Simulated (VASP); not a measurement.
Runs of VASP 6.6.1 on Ti. The structure is cubic, space group Fm-3m (No. 225). Conventional cell: a = 4.060 Å, b = 4.060 Å, c = 4.060 Å, α = 90.00°, β = 90.00°, γ = 90.00°. Ti (site symmetry m-3m) has 12 Ti at 2.87 Å as nearest neighbours. This isn't the form of Ti at room conditions, which is hcp.

| task | level | potentials or basis | cell | cutoff (eV) | smearing | optimiser | other keys | gap on the mesh (eV) | pressure (GPa) |
| --- | --- | --- | --- | --- | --- | --- | --- | --- | --- |
| atomic charges | TPSS+TS | VASP PAW PBE potentials, release 64 (Ti_sv) | cell strained at random at fixed volume | 520 | methfessel-paxton 0.1 eV | - | - | none | -15.8 |
| single point | vdW-DF | VASP PAW PBE potentials, release 64 (Ti_sv) | as given | 450 | gaussian 0.05 eV | - | AMIX = 0.2; ENCUT = 450 | none | (a) |
| density of states | TB-mBJ | VASP PAW PBE potentials, release 64 (Ti_sv) | cell strained at random at fixed volume | 520 | tetrahedron | - | - | none | - |
| single point | LDA | VASP PAW LDA potentials, release 64 (Ti) | as given | 500 | gaussian 0.1 eV | - | - | none | -6.6 |
| relaxation of cell and atoms | revTPSS | VASP PAW PBE potentials, release 64 (Ti) | relaxed | 580 | methfessel-paxton 0.2 eV | BFGSLineSearch | - | none | 0.0 |

Alike in all rows: no spin polarisation; k mesh 11 × 11 × 11.

Q: Fill in the values left out.

A: (a) 6.4.

Caveats: the PAW data sets were made with another functional, which shifts forces and pressure a little (some runs); atom-pairwise D2, TS and ULG terms overbind metals (some runs); pairwise dispersion overbinds metals, which lowers pressure and volume (some runs); tetrahedron occupations give inexact forces and stress in metals (some runs).

A gap of «none» marks a metal or a gap under the smearing width.

The runs don't all hold the same shells in valence.

Runs at the PBE level aren't shown here.
